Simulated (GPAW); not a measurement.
Input of a GPAW 26.7.0 run:

The input run.py:

```python
import json
import numpy as np
from ase.dft.bandgap import bandgap
from ase.io import write
from ase.spacegroup import crystal
from ase.units import GPa
from gpaw import GPAW, PW, setup_paths

setup_paths.insert(0, '.')

# Sn 8a
atoms = crystal(['Sn'],
                basis=[[0.25, 0.25, 0.25]],
                spacegroup=227, setting=1,  # Fd-3m
                cellpar=[6.4666856, 6.4666856, 6.4666856, 90.0, 90.0, 90.0],
                primitive_cell=True)

calc = GPAW(mode=PW(600),
            xc='GGA_X_OPTX+GGA_C_LYP',
            kpts={'size': (7, 7, 7), 'gamma': True},
            occupations={'name': 'fermi-dirac', 'width': 0.05},
            nbands=24,
            convergence={'density': 1e-05, 'energy': 1e-05},
            eigensolver={'name': 'davidson', 'niter': 2},
            maxiter=80,
            txt='gpaw.txt')
atoms.calc = calc
energy = atoms.get_potential_energy()
forces = atoms.get_forces()
stress = atoms.get_stress()
calc.write('gs.gpw')
write('result.traj', atoms)
print(f'Energy: {energy:.6f} eV')
print('Forces (eV/A):')
print(forces.round(4))
print('Stress (GPa):', (stress / GPa).round(3))
print('Fermi level:', round(calc.get_fermi_level(), 4), 'eV')
print(f'Gap: {bandgap(calc)[0]:.4f} eV, direct: {bandgap(calc, direct=True)[0]:.4f} eV')

size = (12, 12, 12)
dense = calc.fixed_density(kpts={'size': size, 'gamma': True}, update_fermi_level=True,
                           convergence={'bands': 'CBM+2.0', 'eigenstates': 1e-7}, txt='dense.txt')
ef = dense.get_fermi_level()
index = np.round(dense.get_bz_k_points() * size).astype(int) % size
recip = 2 * np.pi * atoms.cell.reciprocal()
sheets = []
for s, e_kn in enumerate(dense.eigenvalues()):
    for n in range(e_kn.shape[1] - 2):
        if e_kn[:, n].min() < ef < e_kn[:, n].max():
            e = np.empty(size)
            e[tuple(index.T)] = e_kn[dense.get_bz_to_ibz_map(), n] - ef
            de = np.array([(np.roll(e, -1, c) - np.roll(e, 1, c)) * size[c] / 2 for c in range(3)])
            v = np.linalg.norm(np.einsum('vc,cxyz->vxyz', np.linalg.inv(recip), de), axis=0)
            w = np.exp(-(e / 0.1)**2) / (0.1 * np.pi**0.5)
            sheets.append({'spin': s, 'band': n, 'filled': (e < 0).mean(), 'dos': w.mean(), 'bottom': e.min(), 'top': e.max(),
                           'velocity': (w * v).sum() / w.sum() * 1.519267e5, 'slice': e[:, :, 0].round(3).tolist()})
            print(f'spin {s} band {n}: filled share {sheets[-1]["filled"]:.3f}, from {e.min():.3f} to {e.max():.3f} eV,',
                  f'{w.mean():.3f} states/eV, mean velocity {sheets[-1]["velocity"]:.3e} m/s')
print('Fermi level on the dense mesh:', round(ef, 4), 'eV,', len(sheets), 'sheets')
json.dump({'ef': ef, 'sheets': sheets}, open('fermi.json', 'w'))
```

Potentials or basis: PAW data sets generated in the run's folder for this functional, pw.

Run with:

```console
$ gpaw-setup -f GGA_X_OPTX+GGA_C_LYP Sn
$ OMP_NUM_THREADS=1 python run.py
```

Task: Estimate the pressure.

Result: 4.5 GPa.

Task: Estimate the band gap on the k mesh.

Result: None (metal or under the smearing width).
